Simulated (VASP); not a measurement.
# AlN in VASP 6.6.1, single-point calculation

INCAR

```
NSW = 0
NELM = 97
GGA = PE
ISMEAR = 1
LASPH = .TRUE.
NBANDS = 11
ISIF = 2
LWAVE = .FALSE.
EDIFF = 1E-7
PREC = Accurate
IBRION = -1
LREAL = .FALSE.
ENCUT = 520
LCHARG = .FALSE.
SIGMA = 0.8
```

KPOINTS

```
KPOINTS created by Atomic Simulation Environment
0
Gamma
10 10 10
0 0 0
```

POSCAR

```
Al N
 1.0000000000000000
     0.0000000000000000    2.0188684536385382    2.0188684536385382
     2.0188684536385382    0.0000000000000000    2.0188684536385382
     2.0188684536385382    2.0188684536385382    0.0000000000000000
 Al  N
   1   1
Cartesian
 -0.0000000000000000 -0.0000000000000000  0.0000000000000000
  2.0188684536385382  2.0188684536385382  2.0188684536385382
```

The recommended PBE PAW datasets give the neutral cell 8 valence electrons.

Command

```
mpirun -np 1 vasp_std
```

OSZICAR

```
N       E                     dE             d eps       ncg     rms          rms(c)
DAV:   1     0.118948286319E+02    0.11895E+02   -0.40061E+03  1050   0.622E+02
DAV:   2    -0.154914883911E+02   -0.27386E+02   -0.26275E+02  1257   0.143E+02
DAV:   3    -0.162669289705E+02   -0.77544E+00   -0.76838E+00  1254   0.222E+01
DAV:   4    -0.162699859796E+02   -0.30570E-02   -0.30567E-02  1172   0.149E+00
DAV:   5    -0.162700113144E+02   -0.25335E-04   -0.25335E-04  1214   0.133E-01    0.760E+00
DAV:   6    -0.145492150678E+02    0.17208E+01   -0.74263E+00  1130   0.145E+01    0.270E+00
DAV:   7    -0.145339753861E+02    0.15240E-01   -0.18342E-01  1171   0.312E+00    0.178E+00
DAV:   8    -0.145285475794E+02    0.54278E-02   -0.15550E-02  1094   0.109E+00    0.335E-01
DAV:   9    -0.145282018785E+02    0.34570E-03   -0.14580E-03  1175   0.229E-01    0.151E-01
DAV:  10    -0.145282602559E+02   -0.58377E-04   -0.13372E-04  1150   0.853E-02    0.420E-02
DAV:  11    -0.145282546571E+02    0.55988E-05   -0.17839E-05  1211   0.238E-02    0.771E-03
DAV:  12    -0.145282543380E+02    0.31911E-06   -0.64830E-07  1145   0.674E-03    0.130E-03
DAV:  13    -0.145282542907E+02    0.47261E-07   -0.10337E-08   628   0.704E-04
   1 F= -.14528254E+02 E0= -.14538430E+02  d E =0.305269E-01
```

From OUTCAR

```
k-points           NKPTS =     47   k-points in BZ     NKDIM =     47   number of bands    NBANDS=     11

   NELECT =       8.0000    total number of electrons

   dimension x,y,z NGX =    24 NGY =   24 NGZ =   24
   dimension x,y,z NGXF=    48 NGYF=   48 NGZF=   48

  energy-cutoff  :      520.00
  volume of cell :       16.46
      direct lattice vectors                 reciprocal lattice vectors
     0.000000000  2.018868454  2.018868454    -0.247663486  0.247663486  0.247663486
     2.018868454  0.000000000  2.018868454     0.247663486 -0.247663486  0.247663486
     2.018868454  2.018868454  0.000000000     0.247663486  0.247663486 -0.247663486

 k-points in reciprocal lattice and weights: KPOINTS created by Atomic Simulation Env
   0.00000000  0.00000000  0.00000000       0.001
   0.10000000  0.00000000  0.00000000       0.008
   0.20000000  0.00000000  0.00000000       0.008
   0.30000000  0.00000000  0.00000000       0.008
   0.40000000  0.00000000  0.00000000       0.008
   0.50000000  0.00000000  0.00000000       0.004
   0.10000000  0.10000000  0.00000000       0.006
   0.20000000  0.10000000  0.00000000       0.024
   ...

 E-fermi :  10.1235

 k-point     1 :       0.0000    0.0000    0.0000
  band No.  band energies     occupation
      1      -7.5757      2.00000
      2      10.0124      1.23258
      3      10.0124      1.23258
      4      10.0124      1.23258
      5      15.7519     -0.00000
      6      22.1968     -0.00000
      7      22.1968     -0.00000
      8      22.1968     -0.00000
      9      27.3494      0.00000
     10      27.8360      0.00000
     11      27.8360      0.00000

 k-point     2 :       0.1000    0.0000    0.0000
  band No.  band energies     occupation
      1      -7.3696      2.00000
      2       8.9945      2.06270
      3       9.8894      1.47261
      4       9.8894      1.47260
      5      16.3759     -0.00000
      6      21.2950     -0.00000
      7      22.4976     -0.00000
      8      22.4976     -0.00000
      9      26.2720      0.00000
     10      26.2720      0.00000
     11      28.3294      0.00000

 k-point     3 :       0.2000    0.0000    0.0000
  band No.  band energies     occupation
      1      -6.7707      2.00000
      2       6.8475      2.00000
      3       9.5908      1.89478
      4       9.5908      1.89478
      5      17.0067     -0.00000
      6      20.8111     -0.00000
      7      22.6844     -0.00000
      8      22.6844     -0.00000
      9      25.6823     -0.00000
     10      25.6823     -0.00000
     11      27.6698      0.00000

 k-point     4 :       0.3000    0.0000    0.0000
  band No.  band energies     occupation
      1      -5.8521      2.00000
      2       4.5105      2.00000
      3       9.2600      2.06305
      4       9.2600      2.06305
      5      16.7224     -0.00000
      6      21.7817     -0.00000
      7      21.9557     -0.00000
      8      21.9557     -0.00000
      9      26.8333      0.00000
     10      27.1733      0.00000
     11      27.1733      0.00000

 k-point     5 :       0.4000    0.0000    0.0000
  band No.  band energies     occupation
      1      -4.8302      2.00000
      2       2.5446      2.00000
      3       9.0168      2.06472
      4       9.0168      2.06472
      5      16.3242     -0.00000
      6      21.2890     -0.00000
      7      21.2890     -0.00000
      8      22.9294     -0.00000
      9      26.2934      0.00000
     10      29.4073      0.00000
     11      29.4073      0.00000

 ...

  Total        0.6041907      0.6041907      0.6041907      0.0000000     -0.0000000      0.0000000
  in kB       58.8207459     58.8207459     58.8207459      0.0000000     -0.0000000      0.0000000
  external PRESSURE =      58.8207459 kB  Pullay stress =       0.0000000 kB

 POSITION                                       TOTAL-FORCE (eV/Angst)
 -----------------------------------------------------------------------------------
      0.00000      0.00000      0.00000        -0.000000      0.000000     -0.000000
      2.01887      2.01887      2.01887         0.000000     -0.000000      0.000000
 -----------------------------------------------------------------------------------
    total drift:                               -0.000000     -0.000000      0.000000

  FREE ENERGIE OF THE ION-ELECTRON SYSTEM (eV)
  ---------------------------------------------------
  free  energy   TOTEN  =       -14.5282542907 eV

  energy  without entropy=      -14.5587812256  energy(sigma->0) =      -14.53842994
```

It converged. Results: gap between bands v and c on the k mesh 4.65 eV; least direct gap on the k mesh 5.74 eV; pressure 5.9 GPa. Band v is the last that the valence electrons fill when counted band by band, and c is the next.

One setting is odd (smearing far too wide), but here it hardly changes the result.

On sound settings PBE gives a gap of 4.65 eV on its mesh and a pressure of 6.1 GPa for the intended cell. This run's energy (σ→0) differs from it by 0 meV an atom.

The run took about 6.8 s on one core of a shared host (Intel Xeon Platinum 8488C) and held 0.13 GiB at most.
